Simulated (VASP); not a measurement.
Wanted: the native input for a VASP 6.6.1 run.

```yaml
Task: band structure
Functional: r2SCAN-EpsX
Potentials_or_basis: VASP PAW PBE potentials, release 64 (Ga_d, N)
Cutoff: 520 eV
k_mesh: 8 × 8 × 8
Occupations: gaussian, width 0.02 eV
Spin: no spin polarisation
Ladder: gaps
Grid_for_exact_exchange_PRECFOCK: Fast
Exchange_at_q_=_0: truncated
Share_of_exact_exchange: 0.1665
Further_INCAR_settings: ALGO = Normal; EDIFF = 1e-07; NBANDS = 16
```

GaN:

```
Ga N
1.0
     0.00000    2.25350    2.25350
     2.25350    0.00000    2.25350
     2.25350    2.25350    0.00000
Ga N
1 1
Direct
  0.00000 0.00000 0.00000
  0.25000 0.25000 0.25000
```

The cell is a database's computed one.

The input as run:

POSCAR

```
GaN
1.0
    0.0000000000      2.2535006075      2.2535006075
    2.2535006075      0.0000000000      2.2535006075
    2.2535006075      2.2535006075      0.0000000000
Ga N
1 1
Direct
    0.0000000000      0.0000000000      0.0000000000
    0.2500000000      0.2500000000      0.2500000000
```

INCAR.step1

```
SYSTEM = GaN
ALGO     = Normal         ! electronic algorithm
EDIFF    = 1E-8           ! SCF threshold, eV
ENCUT    = 520            ! plane-wave cutoff, eV
GGA      = PE             ! functional
ISIF     = 2              ! what is computed and relaxed
ISMEAR   = 0              ! smearing method
KPAR     = 4            
LASPH    = .True.         ! aspherical terms in the spheres
LCHARG   = .False.        ! write CHGCAR
LEPSILON = .True.         ! dielectric tensor by DFPT
LREAL    = .False.        ! projectors in reciprocal space
LWAVE    = .False.        ! write WAVECAR
NELM     = 80             ! most SCF steps
PREC     = Accurate       ! precision mode
SIGMA    = 0.02           ! smearing width, eV
```

KPOINTS.step1

```
Automatic mesh
0
G
  10 10 10
  0 0 0
```

INCAR.step2

```
SYSTEM = GaN
ALGO     = Normal         ! electronic algorithm
EDIFF    = 1E-5           ! SCF threshold, eV
ENCUT    = 520            ! plane-wave cutoff, eV
GGA      = PE             ! functional
ISIF     = 2              ! what is computed and relaxed
ISMEAR   = 0              ! smearing method
KPAR     = 4            
LASPH    = .True.         ! aspherical terms in the spheres
LCHARG   = .False.        ! write CHGCAR
LREAL    = .False.        ! projectors in reciprocal space
LWAVE    = .True.         ! write WAVECAR
NBANDS   = 16             ! bands
NELM     = 80             ! most SCF steps
PREC     = Accurate       ! precision mode
SIGMA    = 0.02           ! smearing width, eV
```

KPOINTS.step2

```
k-points
0
Gamma
  8 8 8
  0 0 0
```

INCAR.step3

```
SYSTEM = GaN
AEXX     = 0.1665         ! exact-exchange fraction
ALGO     = Normal         ! electronic algorithm
EDIFF    = 1E-7           ! SCF threshold, eV
ENCUT    = 520            ! plane-wave cutoff, eV
HFRCUT   = -1           
ISIF     = 2              ! what is computed and relaxed
ISMEAR   = 0              ! smearing method
ISTART   = 1            
KPAR     = 4            
LASPH    = .True.         ! aspherical terms in the spheres
LCHARG   = .False.        ! write CHGCAR
LHFCALC  = .True.         ! exact exchange
LMIXTAU  = .True.       
LREAL    = .False.        ! projectors in reciprocal space
LWAVE    = .False.        ! write WAVECAR
METAGGA  = R2SCAN         ! meta-GGA
NBANDS   = 16             ! bands
NELM     = 80             ! most SCF steps
PREC     = Accurate       ! precision mode
PRECFOCK = Fast         
SIGMA    = 0.02           ! smearing width, eV
```

KPOINTS.step3

```
k-points
0
Gamma
  8 8 8
  0 0 0
```

KPOINTS_OPT

```
path GXWKGLUWLK,UX
8
line-mode
reciprocal
 0.0000000000  0.0000000000  0.0000000000  G
 0.5000000000  0.0000000000  0.5000000000  X

 0.5000000000  0.0000000000  0.5000000000  X
 0.5000000000  0.2500000000  0.7500000000  W

 0.5000000000  0.2500000000  0.7500000000  W
 0.3750000000  0.3750000000  0.7500000000  K

 0.3750000000  0.3750000000  0.7500000000  K
 0.0000000000  0.0000000000  0.0000000000  G

 0.0000000000  0.0000000000  0.0000000000  G
 0.5000000000  0.5000000000  0.5000000000  L

 0.5000000000  0.5000000000  0.5000000000  L
 0.6250000000  0.2500000000  0.6250000000  U

 0.6250000000  0.2500000000  0.6250000000  U
 0.5000000000  0.2500000000  0.7500000000  W

 0.5000000000  0.2500000000  0.7500000000  W
 0.5000000000  0.5000000000  0.5000000000  L

 0.5000000000  0.5000000000  0.5000000000  L
 0.3750000000  0.3750000000  0.7500000000  K

 0.6250000000  0.2500000000  0.6250000000  U
 0.5000000000  0.0000000000  0.5000000000  X
```

Potentials or basis: VASP PAW PBE potentials, release 64 (Ga_d, N).

Run with:

```bash
$ cat potpaw_PBE.64/Ga_d/POTCAR potpaw_PBE.64/N/POTCAR > POTCAR
$ cp INCAR.step1 INCAR
$ cp KPOINTS.step1 KPOINTS
$ mpirun -np 4 vasp_std > vasp.out
$ cp INCAR.step2 INCAR
$ cp KPOINTS.step2 KPOINTS
$ mpirun -np 4 vasp_std > vasp.out
$ cp INCAR.step3 INCAR
$ cp KPOINTS.step3 KPOINTS
$ mpirun -np 4 vasp_std > vasp.out
```

Results of the run:

The pressure is -2.7 GPa and the band gap on the k mesh is 3.31 eV, direct. The band gap along the path is 3.31 eV, direct.

Caveat: the PAW data sets were made with another functional, which shifts forces and pressure a little.

It took 29 min on 4 MPI ranks on Intel(R) Xeon(R) Platinum 8488C (Sapphire Rapids), with other jobs on the host, peak memory 0.25 GiB a rank.
